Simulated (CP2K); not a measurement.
# Si (Pm-3m) in CP2K: notebook

The runs below take Si through single point, equation of state, with PBEsol.

All numbers are computed with CP2K 2026.2; they aren't measurements. Logs are shortened: lines on timing, memory, paths and dates and some standing lists are left out, and cuts for length are marked.

## (1) The crystal as given

The structure is cubic, space group Pm-3m (No. 221). Conventional cell: a = 2.532 Å, b = 2.532 Å, c = 2.532 Å, α = 90.00°, β = 90.00°, γ = 90.00°. Around Si (site symmetry m-3m) lie 6 Si at 2.53 Å.

The cell was built by a generator and needn't be a form met in nature.

## (2) Single point, PBEsol, 16.23 Å³/atom

si_eos.inp reads:

```
&GLOBAL
  PROJECT si_eos
  RUN_TYPE ENERGY_FORCE
  PRINT_LEVEL LOW
&END GLOBAL
&FORCE_EVAL
  METHOD QS
  STRESS_TENSOR ANALYTICAL
  &DFT
    BASIS_SET_FILE_NAME BASIS_MOLOPT_UZH
    POTENTIAL_FILE_NAME POTENTIAL_UZH
    &MGRID
      CUTOFF 450
      REL_CUTOFF 60
      NGRIDS 5
    &END MGRID
    &QS
      METHOD GPW
      EPS_DEFAULT 1.0E-9
    &END QS
    &KPOINTS
      SCHEME MONKHORST-PACK 10 10 10
      GAMMA_CENTERED T
      SYMMETRY T
      SYMMETRY_BACKEND SPGLIB
    &END KPOINTS
    &SCF
      SCF_GUESS ATOMIC
      EPS_SCF 1.0E-6
      MAX_SCF 100
      ADDED_MOS 8
      CHOLESKY OFF
      EPS_EIGVAL 1.0E-7
      &DIAGONALIZATION ON
        ALGORITHM STANDARD
      &END DIAGONALIZATION
      &MIXING ON
        METHOD BROYDEN_MIXING
        ALPHA 0.4
        BETA 1.5
        NBUFFER 8
      &END MIXING
      &SMEAR ON
        METHOD FERMI_DIRAC
        ELECTRONIC_TEMPERATURE [K] 116.045
      &END SMEAR
    &END SCF
    &XC
      &XC_FUNCTIONAL
        &GGA_X_PBE_SOL
        &END GGA_X_PBE_SOL
        &GGA_C_PBE_SOL
        &END GGA_C_PBE_SOL
      &END XC_FUNCTIONAL
    &END XC
    &PRINT
      &KPOINTS ON
      &END KPOINTS
      &MULLIKEN ON
      &END MULLIKEN
      &MO ON
        ENERGIES T
        OCCUPATION_NUMBERS T
        &EACH
          QS_SCF 0
        &END EACH
        ADD_LAST NUMERIC
      &END MO
    &END PRINT
  &END DFT
  &SUBSYS
    &CELL
      ABC 2.5321100000 2.5321100000 2.5321100000
      ALPHA_BETA_GAMMA 90.0000000000 90.0000000000 90.0000000000
      PERIODIC XYZ
    &END CELL
    &COORD
      Si  1.2660550000 1.2660550000 1.2660550000
    &END COORD
    &KIND Si
      BASIS_SET TZVP-MOLOPT-PBE-GTH-q4
      POTENTIAL GTH-PBE-q4
    &END KIND
    &PRINT
      &ATOMIC_COORDINATES ON
      &END ATOMIC_COORDINATES
      &CELL ON
      &END CELL
    &END PRINT
  &END SUBSYS
  &PRINT
    &FORCES ON
    &END FORCES
    &STRESS_TENSOR ON
    &END STRESS_TENSOR
  &END PRINT
&END FORCE_EVAL
```

Potentials or basis: POTENTIAL_UZH Si GTH-PBE-q4; TZVP-MOLOPT-PBE-GTH basis.

On the command line:

```console
> OMP_NUM_THREADS=1 cp2k.psmp -i si_eos.inp -o si_eos.out
```

si_eos.out:

```text

 CP2K| version string:                                       CP2K version 2026.2
 CP2K| Input file name                                                si_eos.inp

 GLOBAL| Force Environment number                                              1
 GLOBAL| Basis set file name                                    BASIS_MOLOPT_UZH
 GLOBAL| Potential file name                                       POTENTIAL_UZH
 GLOBAL| MM Potential file name                                     MM_POTENTIAL
 GLOBAL| Coordinate file name                                      __STD_INPUT__
 GLOBAL| Method name                                                        CP2K
 GLOBAL| Project name                                                     si_eos
 GLOBAL| Run type                                                   ENERGY_FORCE
 GLOBAL| FFT library                                                       FFTW3
 GLOBAL| Diagonalization library                                       ScaLAPACK
 GLOBAL| Cholesky decomposition library                                ScaLAPACK
 GLOBAL| DGEMM library                                                      BLAS
 GLOBAL| Direct generalized diagonalization requested                          F
 GLOBAL| Matrix multiplication library                                 ScaLAPACK
 GLOBAL| Global print level                                                  LOW
 GLOBAL| Total number of message passing processes                             1
 GLOBAL| Number of threads for this process                                    1
 GLOBAL| CPU model name                                                  UNKNOWN

 CELL| Volume [angstrom^3]:                                            16.234828
 CELL| Vector a [angstrom]:       2.532     0.000     0.000   |a| =     2.532110
 CELL| Vector b [angstrom]:       0.000     2.532     0.000   |b| =     2.532110
 CELL| Vector c [angstrom]:       0.000     0.000     2.532   |c| =     2.532110
 CELL| Angle (b,c), alpha [degree]:                                    90.000000
 CELL| Angle (a,c), beta  [degree]:                                    90.000000
 CELL| Angle (a,b), gamma [degree]:                                    90.000000
 CELL| Numerically orthorhombic:                                             YES
 CELL| Periodicity                                                           XYZ

 CELL_REF| Volume [angstrom^3]:                                        16.234828
 CELL_REF| Vector a [angstrom     2.532     0.000     0.000   |a| =     2.532110
 CELL_REF| Vector b [angstrom     0.000     2.532     0.000   |b| =     2.532110
 CELL_REF| Vector c [angstrom     0.000     0.000     2.532   |c| =     2.532110
 CELL_REF| Angle (b,c), alpha [degree]:                                90.000000
 CELL_REF| Angle (a,c), beta  [degree]:                                90.000000
 CELL_REF| Angle (a,b), gamma [degree]:                                90.000000
 CELL_REF| Numerically orthorhombic:                                         YES
 CELL_REF| Periodicity                                                       XYZ

[... 8 lines left out ...]
 TOTAL NUMBERS AND MAXIMUM NUMBERS

  Total number of            - Atomic kinds:                                   1
                             - Atoms:                                          1
                             - Shell sets:                                     1
                             - Shells:                                         7
                             - Primitive Cartesian functions:                  4
                             - Cartesian basis functions:                     18
                             - Spherical basis functions:                     17

  Maximum angular momentum of- Orbital basis functions:                        2
                             - Local part of the GTH pseudopotential:          0
                             - Non-local part of the GTH pseudopotential:      2

 MODULE QUICKSTEP: ATOMIC COORDINATES IN ANGSTROM

   Atom Kind Element         X             Y             Z       Z(eff)     Mass
      1    1 Si   14      1.266055      1.266055      1.266055   4.0000  28.0855

 SCF PARAMETERS         Density guess:                                    ATOMIC
                        --------------------------------------------------------
                        max_scf:                                             100
[... 7 lines left out ...]
                        --------------------------------------------------------
                        level_shift [a.u.]:                             0.000000
                        added MOs                                         8    0
                        --------------------------------------------------------
                        Mixing method:                            BROYDEN_MIXING
                                                charge density mixing in g-space
[... 48 lines left out ...]
     3 Broy./Diag. 0.40E+00    1.3     0.01618171        -3.9288562837  7.39E-02
     4 Broy./Diag. 0.40E+00    1.3     0.00080155        -3.9207699129  8.09E-03
     5 Broy./Diag. 0.40E+00    1.4     0.00050815        -3.9179138596  2.86E-03
     6 Broy./Diag. 0.40E+00    1.3     0.00009240        -3.9180046977 -9.08E-05
     7 Broy./Diag. 0.40E+00    1.3     0.00005360        -3.9180506413 -4.59E-05
     8 Broy./Diag. 0.40E+00    1.4     0.00001683        -3.9180841056 -3.35E-05
     9 Broy./Diag. 0.40E+00    1.4     0.00000529        -3.9180981243 -1.40E-05
    10 Broy./Diag. 0.40E+00    1.4     0.00000281        -3.9181006195 -2.50E-06
    11 Broy./Diag. 0.40E+00    1.4     0.00000013        -3.9181011097 -4.90E-07

  *** SCF run converged in    11 steps ***

  Electronic density on regular grids:         -4.0000000000       -0.0000000000
  Core density on regular grids:                3.9999999929       -0.0000000071
  Total charge density on r-space grids:       -0.0000000071
  Total charge density g-space grids:          -0.0000000071

  Overlap energy of the core charge distribution:               0.00000000000015
  Self energy of the core charge distribution:                -10.25839756091008
  Core Hamiltonian energy:                                      2.15412105895309
  Hartree energy:                                               5.38990696265355
  Exchange-correlation energy:                                 -1.20372594478797
  Electronic entropic energy:                                  -0.00000562560791
  Fermi energy:                                                 0.27858066421382

  Total energy:                                                -3.91810110969914
  Total energy (extrapolated to T->0):                         -3.91809829689519

 MO| EIGENVALUES AND OCCUPATION NUMBERS FOR K POINT 1
 MO|
 MO|  Index      Eigenvalue [a.u.]        Eigenvalue [eV]             Occupation
 MO|      1               0.166858               4.540433               2.000000
 MO|      2               0.293220               7.978919               0.000000
 MO|      3               0.293220               7.978919               0.000000
 MO|      4               0.438098              11.921247               0.000000
 MO|      5               0.577789              15.722450               0.000000
 MO|      6               0.577789              15.722450               0.000000
 MO|      7               0.610449              16.611151               0.000000
 MO|      8               1.381753              37.599416               0.000000
 MO|      9               1.381753              37.599416               0.000000
 MO|     10               1.706080              46.424807               0.000000
 MO| Sum:                                                               2.000000
 MO| E(Fermi):            0.278581 a.u.          7.580565 eV
[... 205 lines left out ...]
 MO| EIGENVALUES AND OCCUPATION NUMBERS FOR K POINT 14
 MO|
 MO|  Index      Eigenvalue [a.u.]        Eigenvalue [eV]             Occupation
 MO|      1              -0.048402              -1.317083               2.000000
 MO|      2               0.126408               3.439730               2.000000
 MO|      3               0.425420              11.576265               0.000000
 MO|      4               0.686657              18.684886               0.000000
 MO|      5               0.695444              18.923998               0.000000
 MO|      6               0.847179              23.052908               0.000000
 MO|      7               0.936380              25.480202               0.000000
 MO|      8               1.108626              30.167260               0.000000
 MO|      9               1.126711              30.659357               0.000000
 MO|     10               1.220801              33.219679               0.000000
 MO| Sum:                                                               4.000000
 MO| E(Fermi):            0.278581 a.u.          7.580565 eV
 MO| Band gap:            0.299012 a.u.          8.136536 eV

 [... the levels of further k-points ...]

 !-----------------------------------------------------------------------------!
                     Mulliken Population Analysis

 #  Atom  Element  Kind  Atomic population                           Net charge
       1     Si       1          4.000000                             -0.000000
 # Total charge                              4.000000                 -0.000000

 !-----------------------------------------------------------------------------!

 ENERGY| Total FORCE_EVAL ( QS ) energy [hartree]             -3.918101105990098

 FORCES| Atomic forces [hartree/bohr]
 FORCES|   Atom     x               y               z               |f|
 FORCES|      1 -2.85655628E-11 -2.85661603E-11 -2.85645418E-11   4.94767616E-11
 FORCES| Sum    -2.85655628E-11 -2.85661603E-11 -2.85645418E-11
 FORCES| Total atomic force                                       4.94767616E-11

 STRESS| Analytical stress tensor [bar]
 STRESS|                        x                   y                   z
 STRESS|      x       -1.09401860048E+04   5.04988819606E-05   4.86255782203E-05
 STRESS|      y        5.04988819606E-05  -1.09401860047E+04   4.86356446278E-05
 STRESS|      z        4.86255782203E-05   4.86356446278E-05  -1.09401860048E+04
 STRESS| 1/3 Trace                                            -1.09401860048E+04
 STRESS| Determinant                                          -1.30940537029E+12

 STRESS| Eigenvectors and eigenvalues of the analytical stress tensor [bar]
 STRESS|                        1                   2                   3
 STRESS| Eigenvalues  -1.09401860552E+04  -1.09401860528E+04  -1.09401859062E+04
 STRESS|      x           0.707173573739     -0.404686354675      0.579771067703
 STRESS|      y          -0.707039982218     -0.404748539002      0.579890579094
 STRESS|      z           0.000012311955      0.820004618594      0.572356903804
```

Run time: 18 s. Hardware: 1 thread of Arm Neoverse V2, shared host; peak memory 0.2 GiB.

What came out:

| Quantity | Value |
| --- | --- |
| Free energy | -106.6170 eV |
| Pressure | -1.1 GPa |
| Band gap on the k mesh | none (metal or under the smearing width) |

Caveat: the potentials were made for another functional, which shifts forces and pressure; the basis of atomic orbitals isn't converged, which shifts pressures, moduli and gaps.

## (3) Single point, PBEsol, 15.91 Å³/atom (volume scaled by 0.98)

si_eos.inp, as its differences from that of step 2:

```diff
@@ -11,2 +11,3 @@
     POTENTIAL_FILE_NAME POTENTIAL_UZH
+    WFN_RESTART_FILE_NAME previous-RESTART.kp
     &MGRID
@@ -27,3 +28,3 @@
     &SCF
-      SCF_GUESS ATOMIC
+      SCF_GUESS RESTART
       EPS_SCF 1.0E-6
@@ -72,3 +73,3 @@
     &CELL
-      ABC 2.5321100000 2.5321100000 2.5321100000
+      ABC 2.5151154611 2.5151154611 2.5151154611
       ALPHA_BETA_GAMMA 90.0000000000 90.0000000000 90.0000000000
@@ -77,3 +78,3 @@
     &COORD
-      Si  1.2660550000 1.2660550000 1.2660550000
+      Si  1.2575577306 1.2575577306 1.2575577306
     &END COORD
```

Potentials or basis: POTENTIAL_UZH Si GTH-PBE-q4; TZVP-MOLOPT-PBE-GTH basis.

On the command line:

```console
> OMP_NUM_THREADS=1 cp2k.psmp -i si_eos.inp -o si_eos.out
```

It took 13 s on 1 thread of Arm Neoverse V2, shared host; peak memory 0.2 GiB.

The run converged. Its results:

| Property | Result |
| --- | --- |
| Free energy | -106.6170 eV |
| Pressure | 1.1 GPa |
| Band gap on the k mesh | none (metal or under the smearing width) |

Caveat: the potentials were made for another functional, which shifts forces and pressure; the basis of atomic orbitals isn't converged, which shifts pressures, moduli and gaps.

## (4) Single point, PBEsol, 16.56 Å³/atom (volume scaled by 1.02)

si_eos.inp, as its differences from that of step 3:

```diff
@@ -73,3 +73,3 @@
     &CELL
-      ABC 2.5151154611 2.5151154611 2.5151154611
+      ABC 2.5488794291 2.5488794291 2.5488794291
       ALPHA_BETA_GAMMA 90.0000000000 90.0000000000 90.0000000000
@@ -78,3 +78,3 @@
     &COORD
-      Si  1.2575577306 1.2575577306 1.2575577306
+      Si  1.2744397145 1.2744397145 1.2744397145
     &END COORD
```

On the command line:

```console
> OMP_NUM_THREADS=1 cp2k.psmp -i si_eos.inp -o si_eos.out
```

Run time: 13 s. Hardware: 1 thread of Arm Neoverse V2, shared host; peak memory 0.2 GiB.

Results (log left out):

* Free energy: -106.6127 eV
* Pressure: -3.1 GPa
* Band gap on the k mesh: none (metal or under the smearing width)

Caveat: the potentials were made for another functional, which shifts forces and pressure; the basis of atomic orbitals isn't converged, which shifts pressures, moduli and gaps.

## (5) Single point, PBEsol, 15.59 Å³/atom (volume scaled by 0.96)

si_eos.inp, as its differences from that of step 4:

```diff
@@ -73,3 +73,3 @@
     &CELL
-      ABC 2.5488794291 2.5488794291 2.5488794291
+      ABC 2.4978881022 2.4978881022 2.4978881022
       ALPHA_BETA_GAMMA 90.0000000000 90.0000000000 90.0000000000
@@ -78,3 +78,3 @@
     &COORD
-      Si  1.2744397145 1.2744397145 1.2744397145
+      Si  1.2489440511 1.2489440511 1.2489440511
     &END COORD
```

On the command line:

```console
> OMP_NUM_THREADS=1 cp2k.psmp -i si_eos.inp -o si_eos.out
```

Run time: 14 s. Hardware: 1 thread of Arm Neoverse V2, shared host; peak memory 0.19 GiB.

The run converged. Its results:

```
Free energy            : -106.6123 eV
Pressure               : 3.5 GPa
Band gap on the k mesh : none (metal or under the smearing width)
```

Caveat: the potentials were made for another functional, which shifts forces and pressure; the basis of atomic orbitals isn't converged, which shifts pressures, moduli and gaps.

## (6) Single point, PBEsol, 16.88 Å³/atom (volume scaled by 1.04)

si_eos.inp, as its differences from that of step 5:

```diff
@@ -73,3 +73,3 @@
     &CELL
-      ABC 2.4978881022 2.4978881022 2.4978881022
+      ABC 2.5654310580 2.5654310580 2.5654310580
       ALPHA_BETA_GAMMA 90.0000000000 90.0000000000 90.0000000000
@@ -78,3 +78,3 @@
     &COORD
-      Si  1.2489440511 1.2489440511 1.2489440511
+      Si  1.2827155290 1.2827155290 1.2827155290
     &END COORD
```

Potentials or basis: POTENTIAL_UZH Si GTH-PBE-q4; TZVP-MOLOPT-PBE-GTH basis.

On the command line:

```console
> OMP_NUM_THREADS=1 cp2k.psmp -i si_eos.inp -o si_eos.out
```

Run time: 12 s. Hardware: 1 thread of Arm Neoverse V2, shared host; peak memory 0.2 GiB.

Results (log left out):

| Item | Value |
| --- | --- |
| Free energy | -106.6047 eV |
| Pressure | -4.8 GPa |
| Band gap on the k mesh | none (metal or under the smearing width) |

Caveat: the potentials were made for another functional, which shifts forces and pressure; the basis of atomic orbitals isn't converged, which shifts pressures, moduli and gaps.

## (7) Single point, PBEsol, 15.26 Å³/atom (volume scaled by 0.94)

si_eos.inp, as its differences from that of step 6:

```diff
@@ -73,3 +73,3 @@
     &CELL
-      ABC 2.5654310580 2.5654310580 2.5654310580
+      ABC 2.4804197817 2.4804197817 2.4804197817
       ALPHA_BETA_GAMMA 90.0000000000 90.0000000000 90.0000000000
@@ -78,3 +78,3 @@
     &COORD
-      Si  1.2827155290 1.2827155290 1.2827155290
+      Si  1.2402098909 1.2402098909 1.2402098909
     &END COORD
```

On the command line:

```console
> OMP_NUM_THREADS=1 cp2k.psmp -i si_eos.inp -o si_eos.out
```

It took 14 s on 1 thread of Arm Neoverse V2, shared host; peak memory 0.19 GiB.

Results (log left out):

- Free energy: -106.6025 eV
- Pressure: 6.2 GPa
- Band gap on the k mesh: none (metal or under the smearing width)

Caveat: the potentials were made for another functional, which shifts forces and pressure; the basis of atomic orbitals isn't converged, which shifts pressures, moduli and gaps.

## (8) Single point, PBEsol, 17.21 Å³/atom (volume scaled by 1.06)

si_eos.inp, as its differences from that of step 7:

```diff
@@ -73,3 +73,3 @@
     &CELL
-      ABC 2.4804197817 2.4804197817 2.4804197817
+      ABC 2.5817718238 2.5817718238 2.5817718238
       ALPHA_BETA_GAMMA 90.0000000000 90.0000000000 90.0000000000
@@ -78,3 +78,3 @@
     &COORD
-      Si  1.2402098909 1.2402098909 1.2402098909
+      Si  1.2908859119 1.2908859119 1.2908859119
     &END COORD
```

On the command line:

```console
> OMP_NUM_THREADS=1 cp2k.psmp -i si_eos.inp -o si_eos.out
```

Run time: 12 s. Hardware: 1 thread of Arm Neoverse V2, shared host; peak memory 0.2 GiB.

It converged, with:

```
Free energy            : -106.5933 eV
Pressure               : -6.4 GPa
Band gap on the k mesh : none (metal or under the smearing width)
```

Caveat: the potentials were made for another functional, which shifts forces and pressure; the basis of atomic orbitals isn't converged, which shifts pressures, moduli and gaps.

## (9) Equation of state, PBEsol

Potentials or basis: POTENTIAL_UZH Si GTH-PBE-q4; TZVP-MOLOPT-PBE-GTH basis.

This step only gathers the single runs of the series.

What came out:

| Item | Value |
| --- | --- |
| Equilibrium volume | 16.07 Å³/atom |
| Bulk modulus | 108 GPa |
| Pressure derivative of the bulk modulus | 4.2 |

Energy against volume, from the lowest point:
```tsv
volume (Å³/atom)	energy (meV/atom)
15.261	14.48
15.585	4.67
15.910	0.00
16.235	0.03
16.560	4.28
16.884	12.31
17.209	23.72
```

Caveat: the potentials were made for another functional, which shifts forces and pressure; the basis of atomic orbitals isn't converged, which shifts pressures, moduli and gaps.
